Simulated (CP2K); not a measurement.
Runs of CP2K 2026.2 on CoO. The structure is cubic, space group Pm-3m (No. 221). Conventional cell: a = 2.571 Å, b = 2.571 Å, c = 2.571 Å, α = 90.00°, β = 90.00°, γ = 90.00°. Co (site symmetry m-3m) is surrounded by 8 O at 2.23 Å. O (site symmetry m-3m) is surrounded by 8 Co at 2.23 Å. Measurements of this composition are mostly on another form, of space group No. 225.

| level | potentials or basis | smearing | NGRIDS | points a segment of the path (NPOINTS) | bands added on the path | CUTOFF of the grids | pressure (GPa) | moment (μB) |
| --- | --- | --- | --- | --- | --- | --- | --- | --- |
| LDA | GTH_POTENTIALS Co GTH-PADE-q17, O GTH-PADE-q6; TZVP-MOLOPT-PBE-GTH basis | fermi-dirac 0.0259 eV | 4 | 10 | 2 | 850 Ry | -8.8 | 3.00 |
| PBE | POTENTIAL_UZH Co GTH-PBE-q17, O GTH-PBE-q6; TZVP-MOLOPT-PBE-GTH basis | fermi-dirac 0.01 eV | 5 | 6 | 4 | 850 Ry | 12.9 | 3.00 |
| r2SCAN | POTENTIAL_UZH Co GTH-SCAN-q17, O GTH-SCAN-q6; TZVP-MOLOPT-SCAN-GTH basis | fermi-dirac 0.01 eV | 5 | 8 | 2 | 1250 Ry | (a) | 3.00 |
| PBEsol | POTENTIAL_UZH Co GTH-PBE-q17, O GTH-PBE-q6; TZVP-MOLOPT-PBE-GTH basis | fermi-dirac 0.05 eV | 5 | 6 | 4 | 850 Ry | 2.1 | 3.00 |

Alike in all rows: task band structure; spin collinear, ferromagnetic start; cell as given; k mesh 10 × 10 × 10.

Estimate the missing entries.

(a) 12.1.

Caveats: the basis of atomic orbitals isn't converged, which shifts pressures, moduli and gaps; the total moment is fixed, so each spin has its own Fermi level; a cell with one magnetic atom can't hold antiferromagnetic order, which such compounds often take; the potentials were made for another functional, which shifts forces and pressure (some runs).
